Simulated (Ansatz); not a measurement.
Computed properties of ZnS

```xyz
2
Lattice="0.0000 2.7046 2.7046 2.7046 0.0000 2.7046 2.7046 2.7046 0.0000" Properties=species:S:1:pos:R:3 pbc="T T T"
Zn    0.0000    0.0000    0.0000
S     4.0570    4.0570    4.0570
```

Atoms are numbered in the order listed.

The cell is COD entry 9000107, as deposited and not checked against the literature; nothing was relaxed.

Levels of theory: DFT, PBEsol, all-electron LAPW, scalar-relativistic (Ansatz 0.2.0); DFT, PBEsol, PAW with Ansatz's default frozen-core files, scalar-relativistic (Ansatz 0.2.0).

For LAPW: a Γ-centred 8×8×8 k mesh, Fermi–Dirac smearing of 0.01 eV, basis error target 0.25 meV/atom, no spin polarisation. PAW takes a cutoff of 420 eV at this cell (files made with PBE, cores remade for this functional). The Ansatz runs share mesh, smearing and spin set-up. Values come from LAPW unless marked.

| Quantity | Value |
| --- | --- |
| Band gap | 1.96 eV, direct at Γ |
| Bader charges (from the PAW run) | Zn1 +0.86, S2 -0.86 e |
| Volume per atom | 133.5 bohr³ |

(1) Predict this quantity. Pressure at this cell.

(2) Löwdin charges (with 0.22 e of the cell spilling out of the atomic basis, so their sizes and signs hang on that basis): what does the calculation give?

## Answers

(1) -2.17 GPa.

(2) Zn1 1.26, S2 -1.05 e.
